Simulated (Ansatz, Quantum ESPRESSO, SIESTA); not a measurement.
## One calculation of Ge, 7 ways

```
Ge
1.0
     3.99759    0.00000    0.00000
    -1.99879    3.46201    0.00000
     0.00000    0.00000    6.59938
Ge
4
Direct
  0.33333 0.66667 0.93710
  0.66667 0.33333 0.43710
  0.33333 0.66667 0.56290
  0.66667 0.33333 0.06290
```

This isn't the form of Ge at room conditions, which is diamond.

Alike in all runs: task band structure; functional PBEsol; k mesh 8 × 8 × 4; occupations fermi-dirac, width 0.05 eV; no spin polarisation; no spin-orbit coupling. A missing gap at this level doesn't show that the real crystal is a metal. Pressure is positive in compression and, in plane waves, holds the error of the finite cutoff, which Ansatz's Pulay term estimates and takes out.

```tsv
program and potentials	plane-wave cutoff (eV)	notes	band gap (eV)	pressure (GPa)
Ansatz, Ansatz PAW	420	potentials made for PBE, which Ansatz adapts in part; 14 valence electrons an atom on average; Pulay term of +0.02 GPa included	no gap	-0.03
Ansatz, PAW datasets made for the crystal	140	4 valence electrons an atom on average	no gap	-0.03
Ansatz, all-electron LAPW, scalar-relativistic	-	-	no gap	-0.03
SIESTA, files PseudoDojo sr-pbesol-0.4.1-standard, DZP (energy shift 0.003 Ry; two zetas on semicore shells)	-	atomic basis; 14 valence electrons an atom on average	no gap	1.26
Quantum ESPRESSO, PseudoDojo 0.4.1 SR PBEsol standard	1061	14 valence electrons an atom on average	no gap	-0.04
Quantum ESPRESSO, GBRV 1.5 PBEsol	612	14 valence electrons an atom on average	no gap	-0.27
Quantum ESPRESSO, PseudoDojo 0.4 SR PBEsol stringent	1687	22 valence electrons an atom on average	no gap	-0.02
```

None finds a gap. The pressure spans -0.27 (Quantum ESPRESSO, GBRV 1.5 PBEsol) to 1.26 GPa (SIESTA, files PseudoDojo sr-pbesol-0.4.1-standard, DZP (energy shift 0.003 Ry; two zetas on semicore shells)), with all-electron results at -0.03. Rows in atomic bases carry the error of their basis and grid, which can be large.

The functional is the same throughout but for its coding, so the spread measures potentials, basis and numerics; runs on potential files found faulty are left out.
